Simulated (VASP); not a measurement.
# Input and output of a VASP GW calculation on PBE orbitals on MgO

INCAR, step 1 (ground state)

```
LCHARG = .FALSE.
ENCUT = 500
EDIFF = 1E-7
NELM = 120
ISMEAR = 0
PREC = Accurate
LASPH = .TRUE.
LREAL = .FALSE.
LWAVE = .TRUE.
SIGMA = 0.01
GGA = PE
```

INCAR, step 2 (empty bands)

```
LOPTICS = .TRUE.
ENCUT = 500
LREAL = .FALSE.
ALGO = Exact
LCHARG = .FALSE.
EDIFF = 1E-7
LASPH = .TRUE.
NBANDS = 63
GGA = PE
ISTART = 1
NELM = 1
PREC = Accurate
SIGMA = 0.01
ISMEAR = 0
LWAVE = .TRUE.
```

INCAR, step 3 (GW)

```
LREAL = .FALSE.
NELMGW = 1
NELM = 120
ENCUTGW = 120
NBANDS = 63
ENCUTGWSOFT = 120
LASPH = .TRUE.
PRECFOCK = Fast
SIGMA = 0.01
EDIFF = 1E-7
ALGO = EVGW0
NBANDSGW = 16
ISMEAR = 0
GGA = PE
PREC = Accurate
ISTART = 1
LCHARG = .FALSE.
LWAVE = .FALSE.
ENCUT = 500
NOMEGA = 64
```

KPOINTS

```
KPOINTS created by Atomic Simulation Environment
0
Gamma
6 6 6
0 0 0
```

POSCAR

```
Mg O
 1.0000000000000000
     0.0000000000000000    2.1050000000000000    2.1050000000000000
     2.1050000000000000    0.0000000000000000    2.1050000000000000
     2.1050000000000000    2.1050000000000000    0.0000000000000000
 Mg  O
   1   1
Cartesian
  0.0000000000000000  0.0000000000000000  0.0000000000000000
  2.1050000000000000  2.1050000000000000  2.1050000000000000
```

VASP ran with the GW set of PAW datasets (16 valence electrons in the cell).

From OUTCAR

```
k-points           NKPTS =     16   k-points in BZ     NKDIM =    216   number of bands    NBANDS=     63

   NELECT =      16.0000    total number of electrons

   dimension x,y,z NGX =    24 NGY =   24 NGZ =   24
   dimension x,y,z NGXF=    48 NGYF=   48 NGZF=   48

  energy-cutoff  :      500.00
  volume of cell :       18.65
      direct lattice vectors                 reciprocal lattice vectors
     0.000000000  2.105000000  2.105000000    -0.237529691  0.237529691  0.237529691
     2.105000000  0.000000000  2.105000000     0.237529691 -0.237529691  0.237529691
     2.105000000  2.105000000  0.000000000     0.237529691  0.237529691 -0.237529691

 k-points in reciprocal lattice and weights: KPOINTS created by Atomic Simulation Env
   0.00000000  0.00000000  0.00000000       0.005
   0.16666667  0.00000000  0.00000000       0.037
   0.33333333  0.00000000  0.00000000       0.037
   0.50000000  0.00000000  0.00000000       0.019
   0.16666667  0.16666667  0.00000000       0.028
   0.33333333  0.16666667  0.00000000       0.111
   0.50000000  0.16666667  0.00000000       0.111
  -0.33333333  0.16666667  0.00000000       0.111
   ...

 QP shifts <psi_nk| G(iteration)W_0 |psi_nk>: iteration 1
 for sc-GW calculations column KS-energies equals QP-energies in previous step
 and V_xc(KS)=  KS-energies - (<T + V_ion + V_H > + <T+V_H+V_ion>^1  + <V_x>^1)

 k-point   1 :       0.0000    0.0000    0.0000
  band No.  KS-energies  QP-energies   sigma(KS)   V_xc(KS)     V^pw_x(r,r')   Z            occupation Imag(sigma)

      1     -68.5094     -80.9204     -48.9031     -33.7098     -56.4436       0.8169       2.0000       0.6961
      2     -35.2400     -42.6727     -42.1719     -33.1402     -48.6171       0.8230       2.0000       0.2848
      3     -35.2400     -42.6727     -42.1719     -33.1402     -48.6171       0.8230       2.0000       0.2848
      4     -35.2400     -42.6727     -42.1719     -33.1402     -48.6171       0.8230       2.0000       0.2848
      5     -13.4864     -15.9062     -21.6507     -18.3814     -30.1858       0.7402       2.0000       1.4964
      6       3.7745       2.5726     -21.3857     -19.8600     -25.3772       0.7878       2.0000       0.2391
      7       3.7745       2.5726     -21.3857     -19.8600     -25.3772       0.7878       2.0000       0.2391
      8       3.7745       2.5726     -21.3857     -19.8600     -25.3772       0.7878       2.0000       0.2391
      9       8.5235       9.6771     -12.0723     -13.4428      -8.6820       0.8417       0.0000      -0.1537
     10      19.5949      20.7847      -8.1957      -9.6153      -3.6520       0.8381       0.0000      -0.2726
     11      19.5949      20.7847      -8.1957      -9.6153      -3.6520       0.8381       0.0000      -0.2726
     12      19.5949      20.7847      -8.1957      -9.6153      -3.6520       0.8381       0.0000      -0.2726
     13      23.4951      24.0932      -7.1912      -7.9208      -1.7257       0.8197       0.0000      -0.7516
     14      25.2866      26.8617      -8.9677     -10.8514      -4.1608       0.8361       0.0000      -0.3570
     15      25.2866      26.8617      -8.9677     -10.8514      -4.1608       0.8361       0.0000      -0.3570
     16      28.1523      29.9747     -10.7665     -12.9701      -5.0457       0.8270       0.0000      -0.8083

 k-point   2 :       0.1667    0.0000    0.0000
  band No.  KS-energies  QP-energies   sigma(KS)   V_xc(KS)     V^pw_x(r,r')   Z            occupation Imag(sigma)

      1     -68.5124     -80.8421     -48.9081     -33.7169     -56.4504       0.8116       2.0000       0.6951
      2     -35.2623     -42.6254     -42.1285     -33.0933     -48.5761       0.8149       2.0000       0.2924
      3     -35.2425     -42.6664     -42.1631     -33.1369     -48.6086       0.8225       2.0000       0.2843
      4     -35.2425     -42.6664     -42.1631     -33.1369     -48.6086       0.8225       2.0000       0.2843
      5     -13.1978     -15.5940     -21.8945     -18.6512     -30.4031       0.7388       2.0000       1.4623
      6       2.2660       0.8373     -19.7799     -17.9634     -23.6392       0.7865       2.0000       0.2658
      7       3.5999       2.3614     -21.2147     -19.6401     -25.2270       0.7865       2.0000       0.2434
      8       3.5999       2.3614     -21.2147     -19.6401     -25.2270       0.7865       2.0000       0.2434
      9       9.9481      11.2604     -12.9256     -14.5030      -9.5790       0.8319       0.0000      -0.1624
     10      17.2639      18.4359      -8.8073     -10.2165      -4.3308       0.8316       0.0000      -0.2678
     11      20.1707      21.4220      -8.5382     -10.0378      -3.9100       0.8344       0.0000      -0.2941
     12      20.1707      21.4220      -8.5382     -10.0378      -3.9100       0.8344       0.0000      -0.2941
     13      24.0312      25.5863      -9.4201     -11.2924      -4.5213       0.8306       0.0000      -0.3740
     14      24.0312      25.5863      -9.4201     -11.2924      -4.5213       0.8306       0.0000      -0.3740
     15      26.1174      27.3676      -9.1570     -10.6553      -3.5688       0.8344       0.0000      -0.8152
     16      29.0422      30.3824      -8.5693     -10.1331      -3.0237       0.8570       0.0000      -0.9358

 k-point   3 :       0.3333    0.0000    0.0000
  band No.  KS-energies  QP-energies   sigma(KS)   V_xc(KS)     V^pw_x(r,r')   Z            occupation Imag(sigma)

      1     -68.5070     -80.8610     -48.9125     -33.7235     -56.4560       0.8134       2.0000       0.6930
      2     -35.3058     -42.6300     -42.0274     -32.9994     -48.4796       0.8113       2.0000       0.3072
      3     -35.2470     -42.6577     -42.1505     -33.1287     -48.5964       0.8214       2.0000       0.2832
      4     -35.2470     -42.6577     -42.1505     -33.1287     -48.5964       0.8214       2.0000       0.2832
      5     -12.5458     -14.9066     -22.5111     -19.3251     -30.9714       0.7410       2.0000       1.3820
      6       0.1060      -1.6420     -18.4046     -16.1535     -22.5363       0.7765       2.0000       0.3490
      7       3.2736       1.9687     -20.9214     -19.2598     -24.9761       0.7853       2.0000       0.2518
      8       3.2736       1.9687     -20.9214     -19.2598     -24.9761       0.7853       2.0000       0.2518
      9      11.4684      12.7412     -11.3919     -12.9149      -7.6379       0.8357       0.0000      -0.1852
     10      16.1206      17.7646     -11.8782     -13.9088      -7.4857       0.8096       0.0000      -0.2770
     11      20.3994      21.8164      -9.4535     -11.1534      -4.8222       0.8336       0.0000      -0.2896
     12      20.3994      21.8164      -9.4535     -11.1534      -4.8222       0.8336       0.0000      -0.2896
     13      24.7085      26.1649      -9.3061     -11.0770      -4.0690       0.8224       0.0000      -0.5129
     14      24.7085      26.1649      -9.3061     -11.0770      -4.0690       0.8224       0.0000      -0.5129
     15      25.2613      26.5972      -9.4299     -11.0445      -3.9079       0.8274       0.0000      -0.6524
     16      33.0387      34.6817      -8.6671     -10.5570      -3.0532       0.8694       0.0000      -1.3087

 ...
```

* PBE gap on the mesh: 4.75 eV
* G₀W₀ gap on the mesh: 7.10 eV

These GW values are short of the basis and mesh limit.
